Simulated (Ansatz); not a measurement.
AlNi under changes of volume

One of the cells (12.452 Å³/atom); the others are scaled copies at fixed shape and fractional positions:

```
CELL_PARAMETERS angstrom
2.30068 -1.39468 0.00000
2.30068 1.39468 0.00000
-1.35645 0.00000 3.88084
ATOMIC_POSITIONS crystal
Ni 0.50000 0.50000 0.50000
Al 0.00000 0.00000 0.00000
```

The cell comes from a database or a generator and needn't be the stable form of this composition.

| Property | Result |
| --- | --- |
| Program | Ansatz 0.2.0 |
| Functional | PBEsol |
| Potentials or basis | Ansatz PAW |
| Cutoff | 420 eV (not typed: the program's choice for these potentials) |
| k mesh | 11 × 11 × 7 |
| Occupations | fermi-dirac, width 0.05 eV |
| Spin | collinear spin, ferromagnetic start |
| Starting moments | [1.0, 0.0] μB |

```csv
volume (Å³/atom),energy over the lowest point (meV/atom),pressure (GPa)
11.705,?,?
11.954,2.42,3.3
12.203,0.00,-0.1
12.452,2.57,-3.1
12.702,9.60,-5.8
12.951,20.65,-8.3
13.200,35.28,-10.5
```

What does the run at 11.705 Å³/atom give?

Energy over the lowest point 10.42 meV/atom; pressure 7.1 GPa.

Worked out: A Birch-Murnaghan fit of order 3 (a polynomial in V^(-2/3)) to the other rows has its minimum at 12.20 Å³/atom with B0 = V·E''(V) = 157 GPa and B' = 4.3 at fixed shape and positions, which overstates the stiffness. It gives 10.36 meV/atom at 11.705 Å³/atom, against the run's 10.42, and -dE/dV = 7.0 GPa, against 7.1.

Energies are extrapolated to zero smearing.

Caveats: the PAW data sets come from PBE, with cores solved anew for the run's functional, which leaves a small shift of forces and pressure; the starting moments weren't kept.
